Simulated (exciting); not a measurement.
# GaAs (F-43m) in exciting: further runs

Aim: see how the results for GaAs move with the level of theory and the settings. Levels: PBE, LDA. Tasks: single point.

Everything below comes from runs of exciting (release sodium). Logs are shortened: lines on timing, memory, paths and dates and some standing lists are left out, and cuts for length are marked.

**The experiment to reproduce.**

“Evidence of valence band perturbations in GaAsN/GaAs(001): A combined variable-angle spectroscopic ellipsometry and modulated photoreflectance investigation”, 2008, arxiv:0805.2212 reports, for a bulk crystal of GaAs at 300 K: band gap 1.412 ± 0.01 eV (direct).

The results are compared with them further down.

**1. The structure**

Symmetry: F-43m, No. 216, cubic system. Conventional cell: a = 5.654 Å, b = 5.654 Å, c = 5.654 Å, α = 90.00°, β = 90.00°, γ = 90.00°. Around As (site symmetry -43m) lie 4 Ga at 2.45 Å. Ga (site symmetry -43m) is surrounded by 4 As at 2.45 Å.

**2. Single point, PBE**

The input, input.xml:

```xml
<input>
  <title>GaAs</title>
  <structure speciespath="./" tshift="false">
    <crystal scale="1">
      <basevect>7.554689672252 0.000000000000 0.000000000000</basevect>
      <basevect>3.777344836126 6.542553173807 0.000000000000</basevect>
      <basevect>3.777344836126 2.180851057873 6.168378287360</basevect>
    </crystal>
    <species speciesfile="As.xml" rmt="2">
      <atom coord="0.750000000000 0.750000000000 0.750000000000"/>
    </species>
    <species speciesfile="Ga.xml" rmt="2">
      <atom coord="0.000000000000 0.000000000000 0.000000000000"/>
    </species>
  </structure>
  <groundstate do="fromscratch" ngridk="8 8 8" rgkmax="9" gmaxvr="14" lmaxapw="10" lmaxmat="10" lmaxvr="8" xctype="GGA_PBE" stype="Gaussian" swidth="0.00183747" nempty="10" ValenceRelativity="iora*" epsengy="1e-05" epspot="1e-05" maxscl="60" tforce="true" outputlevel="low"/>
  <properties>
    <chargedensityplot>
      <plot3d>
        <box grid="20 20 20">
          <origin coord="0 0 0"/>
          <point coord="1 0 0"/>
          <point coord="0 1 0"/>
          <point coord="0 0 1"/>
        </box>
      </plot3d>
    </chargedensityplot>
    <elfplot>
      <plot3d>
        <box grid="20 20 20">
          <origin coord="0 0 0"/>
          <point coord="1 0 0"/>
          <point coord="0 1 0"/>
          <point coord="0 0 1"/>
        </box>
      </plot3d>
    </elfplot>
    <exccplot>
      <plot3d>
        <box grid="20 20 20">
          <origin coord="0 0 0"/>
          <point coord="1 0 0"/>
          <point coord="0 1 0"/>
          <point coord="0 0 1"/>
        </box>
      </plot3d>
    </exccplot>
  </properties>
</input>
```

Potentials or basis: all-electron LAPW+lo, shipped species files, valence relativity iora*.

Command:

```
OMP_NUM_THREADS=1 exciting_smp
```

INFO.OUT:

```text
================================================================================
EXCITING SODIUM started
[... 10 lines left out ...]

 Lattice vectors (cartesian) :
      7.5546896723      0.0000000000      0.0000000000
      3.7773448361      6.5425531738      0.0000000000
      3.7773448361      2.1808510579      6.1683782874

 Reciprocal lattice vectors (cartesian) :
      0.8316933693     -0.4801783906     -0.3395373962
      0.0000000000      0.9603567813     -0.3395373962
      0.0000000000      0.0000000000      1.0186121886

 Unit cell volume                           :     304.8841800416
 Brillouin zone volume                      :       0.8135883384

 Species :    1 (As)
     parameters loaded from                 :    As.xml
     name                                   :    arsenic

     atomic positions (lattice) :
       1 :   0.75000000  0.75000000  0.75000000

 Species :    2 (Ga)
     parameters loaded from                 :    Ga.xml
     name                                   :    gallium

     atomic positions (lattice) :
       1 :   0.00000000  0.00000000  0.00000000

 Total number of atoms per unit cell        :       2

 Spin treatment                             :    spin-unpolarised

 Number of Bravais lattice symmetries       :      48
 Number of crystal symmetries               :      24

 k-point grid                               :       8    8    8
 Total number of k-points                   :      43
 k-point set is reduced with crystal symmetries

 R^MT_min * |G+k|_max (rgkmax)              :       9.00000000

 G-vector grid sizes                        :      36    36    36
 Total number of G-vectors                  :   14163

 Total nuclear charge                       :     -64.00000000
 Total electronic charge                    :      64.00000000

 Number of empty states                     :      10
 Total number of valence states             :      25

 Exchange-correlation type                  :      20
     Perdew-Burke-Ernzerhof, Phys. Rev. Lett. 77, 3865 (1996)
     Generalised gradient approximation (GGA)

 Smearing scheme                            :    Gaussian
 Smearing width                             :       0.00183747

[... 5 lines left out ...]
* Groundstate module started                                                   *
********************************************************************************
 Output level for this task is set to low

++++++++++++++++++++++++++++++++++++++++++++++++++++++++++++++++++++++++++++++++
[... 5 lines left out ...]
+ SCF iteration number :    1                                                  +
++++++++++++++++++++++++++++++++++++++++++++++++++++++++++++++++++++++++++++++++
 Total energy                               :     -4205.63362869
 _______________________________________________________________
 Fermi energy                               :         0.18717583
 DOS at Fermi energy (states/Ha/cell)       :         0.00000000
 Electron charge: Core leakage              :         0.00774866

 Estimated fundamental gap                  :         0.02602707
        valence-band maximum at    1      0.0000  0.0000  0.0000
     conduction-band minimum at    1      0.0000  0.0000  0.0000

++++++++++++++++++++++++++++++++++++++++++++++++++++++++++++++++++++++++++++++++
+ SCF iteration number :    2                                                  +
++++++++++++++++++++++++++++++++++++++++++++++++++++++++++++++++++++++++++++++++
 Total energy                               :     -4205.71438408
 _______________________________________________________________
 Fermi energy                               :         0.19072474
 DOS at Fermi energy (states/Ha/cell)       :         0.00000000
 Electron charge: Core leakage              :         0.00767377

 Estimated fundamental gap                  :         0.02208099
        valence-band maximum at    1      0.0000  0.0000  0.0000
     conduction-band minimum at    1      0.0000  0.0000  0.0000

 RMS change in effective potential (target) :  0.381817E-01  ( 0.100000E-04)
 Absolute change in total energy   (target) :  0.807554E-01  ( 0.100000E-04)
 Charge distance                   (target) :  0.245077E-02  ( 0.100000E-04)
 Abs. change in max-nonIBS-force   (target) :   0.00000      ( 0.500000E-04)

++++++++++++++++++++++++++++++++++++++++++++++++++++++++++++++++++++++++++++++++
+ SCF iteration number :    3                                                  +
++++++++++++++++++++++++++++++++++++++++++++++++++++++++++++++++++++++++++++++++
 Total energy                               :     -4205.53579431
 _______________________________________________________________
 Fermi energy                               :         0.19280308
 DOS at Fermi energy (states/Ha/cell)       :         0.00000000
 Electron charge: Core leakage              :         0.00765109

 Estimated fundamental gap                  :         0.02019966
        valence-band maximum at    1      0.0000  0.0000  0.0000
     conduction-band minimum at    1      0.0000  0.0000  0.0000

 RMS change in effective potential (target) :  0.280510E-01  ( 0.100000E-04)
 Absolute change in total energy   (target) :  0.178590      ( 0.100000E-04)
 Charge distance                   (target) :  0.119025E-02  ( 0.100000E-04)
 Abs. change in max-nonIBS-force   (target) :   0.00000      ( 0.500000E-04)
[... 145 lines left out ...]
++++++++++++++++++++++++++++++++++++++++++++++++++++++++++++++++++++++++++++++++
+ SCF iteration number :   12                                                  +
++++++++++++++++++++++++++++++++++++++++++++++++++++++++++++++++++++++++++++++++
 Total energy                               :     -4205.24568301
 _______________________________________________________________
 Fermi energy                               :         0.19476880
 DOS at Fermi energy (states/Ha/cell)       :         0.00000000
 Electron charge: Core leakage              :         0.00762022

 Estimated fundamental gap                  :         0.01879210
        valence-band maximum at    1      0.0000  0.0000  0.0000
     conduction-band minimum at    1      0.0000  0.0000  0.0000

 RMS change in effective potential (target) :  0.118558E-07  ( 0.100000E-04)
 Absolute change in total energy   (target) :  0.112724E-05  ( 0.100000E-04)
 Charge distance                   (target) :  0.148181E-07  ( 0.100000E-04)
 Abs. change in max-nonIBS-force   (target) :   0.00000      ( 0.500000E-04)

++++++++++++++++++++++++++++++++++++++++++++++++++++++++++++++++++++++++++++++++
+ SCF iteration number :   13                                                  +
++++++++++++++++++++++++++++++++++++++++++++++++++++++++++++++++++++++++++++++++
 Total energy                               :     -4205.24568123
 _______________________________________________________________
 Fermi energy                               :         0.19476880
 DOS at Fermi energy (states/Ha/cell)       :         0.00000000
 Electron charge: Core leakage              :         0.00762022

 Estimated fundamental gap                  :         0.01879210
        valence-band maximum at    1      0.0000  0.0000  0.0000
     conduction-band minimum at    1      0.0000  0.0000  0.0000

 RMS change in effective potential (target) :  0.375995E-08  ( 0.100000E-04)
 Absolute change in total energy   (target) :  0.178172E-05  ( 0.100000E-04)
 Charge distance                   (target) :  0.161608E-08  ( 0.100000E-04)
 Abs. change in max-nonIBS-force   (target) :   0.00000      ( 0.500000E-04)

++++++++++++++++++++++++++++++++++++++++++++++++++++++++++++++++++++++++++++++++
| Convergency criteria checked for the last 2 iterations                       +
| Convergence targets achieved. Performing final SCF iteration                 +
++++++++++++++++++++++++++++++++++++++++++++++++++++++++++++++++++++++++++++++++
 Total energy                               :     -4205.24568191
 _______________________________________________________________
 Fermi energy                               :         0.19476880
 DOS at Fermi energy (states/Ha/cell)       :         0.00000000
 Electron charge: Core leakage              :         0.00762022

 Estimated fundamental gap                  :         0.01879210
        valence-band maximum at    1      0.0000  0.0000  0.0000
     conduction-band minimum at    1      0.0000  0.0000  0.0000

++++++++++++++++++++++++++++++++++++++++++++++++++++++++++++++++++++++++++++++++
+ Self-consistent loop stopped                                                 +
++++++++++++++++++++++++++++++++++++++++++++++++++++++++++++++++++++++++++++++++
 STATE.OUT is written

--------------------------------------------------------------------------------
- Writing atomic positions and forces                                          -
--------------------------------------------------------------------------------

 Atomic positions (lattice) :
 atom     1  As  :     0.75000000    0.75000000    0.75000000
 atom     2  Ga  :     0.00000000    0.00000000    0.00000000

 Total atomic forces including IBS (cartesian) :
 atom     1  As  :    -0.00000000   -0.00000000    0.00000000
 atom     2  Ga  :     0.00000000    0.00000000    0.00000000

 Atomic force components including IBS (cartesian) :
 atom     1  As  :     0.00000000    0.00000000    0.00000000   HF force
                 :     0.00000000   -0.00000000    0.00000000   core correction
                 :    -0.00000000    0.00000000   -0.00000000   IBS correction
 atom     2  Ga  :    -0.00000000   -0.00000000   -0.00000000   HF force
                 :    -0.00000000    0.00000000   -0.00000000   core correction
                 :     0.00000000   -0.00000000    0.00000000   IBS correction

********************************************************************************
* Groundstate module stopped                                                   *
********************************************************************************

================================================================================
| EXCITING SODIUM stopped                                                      =
================================================================================
```

Run time: 3.3 min. Hardware: 1 thread of Arm Neoverse V2, shared host; peak memory 0.14 GiB.

Results:

```
Free energy            : -114430.5645 eV
Band gap on the k mesh : 0.51 eV, direct
```

**3. Single point, LDA**

Edit input.xml of step 2 so:

```diff
@@ -15,3 +15,3 @@
   </structure>
-  <groundstate do="fromscratch" ngridk="8 8 8" rgkmax="9" gmaxvr="14" lmaxapw="10" lmaxmat="10" lmaxvr="8" xctype="GGA_PBE" stype="Gaussian" swidth="0.00183747" nempty="10" ValenceRelativity="iora*" epsengy="1e-05" epspot="1e-05" maxscl="60" tforce="true" outputlevel="low"/>
+  <groundstate do="fromscratch" ngridk="8 8 8" rgkmax="9" gmaxvr="14" lmaxapw="10" lmaxmat="10" lmaxvr="8" xctype="LDA_PW" stype="Gaussian" swidth="0.00183747" nempty="10" ValenceRelativity="iora*" epsengy="1e-05" epspot="1e-05" maxscl="60" tforce="true" outputlevel="normal"/>
   <properties>
```

Potentials or basis: all-electron LAPW+lo, shipped species files, valence relativity iora*.

Command:

```
OMP_NUM_THREADS=1 exciting_smp
```

Wall time 3.2 min (1 thread of Arm Neoverse V2, shared host); peak memory 0.14 GiB.

It converged, with:

```yaml
Free_energy: -114272.2339 eV
Band_gap_on_the_k_mesh: 0.28 eV, direct
All_electrons_inside_the_program's_atomic_spheres: As 30.39; Ga 28.83 (radii As 2.0, Ga 2.0 bohr)
```

Levels at points of the mesh, in eV from the valence-band top:
| k point | band 12 | band 13 | band 14 | band 15 | band 16 | band 17 |
| --- | --- | --- | --- | --- | --- | --- |
| (0.00, 0.00, 0.00) | 0.00 | 0.00 | 0.00 | 0.28 | 3.69 | 3.69 |
| (0.50, 0.00, 0.00) | -6.69 | -1.14 | -1.14 | 0.85 | 4.60 | 4.60 |
| (0.50, 0.50, 0.00) | -6.88 | -2.68 | -2.68 | 1.35 | 1.56 | 10.04 |

**4. Against experiment**

Step 2. Measured gap of GaAs: 1.412 eV (direct; 300 K; “Evidence of valence band perturbations in GaAsN/GaAs(001): A combined variable-angle spectroscopic ellipsometry and modulated photoreflectance investigation”, 2008, arxiv:0805.2212). This calculation gives 0.51 eV (-0.90 eV). 3 values of this kind are on record (1.412 to 1.51 eV); this one was drawn at random among those near their median, those with a stated uncertainty first. Spin-orbit coupling on As, Ga is left out. The value is that of PBE on a finite k mesh, which can miss the band edges, without temperature or zero-point motion. Semilocal functionals fall short of measured gaps as a rule.

Step 3. Against the measured gap of GaAs, 1.412 eV (direct; 300 K; “Evidence of valence band perturbations in GaAsN/GaAs(001): A combined variable-angle spectroscopic ellipsometry and modulated photoreflectance investigation”, 2008, arxiv:0805.2212), the calculated 0.28 eV is off by -1.13 eV. So large a miss can be the level of theory's own, or it may mean another phase, state or a wrong row. 3 values of this kind are on record (1.412 to 1.51 eV); this one was drawn at random among those near their median, those with a stated uncertainty first. Spin-orbit coupling on As, Ga is left out. The value is that of LDA, without temperature or zero-point motion. Semilocal functionals fall short of measured gaps as a rule.
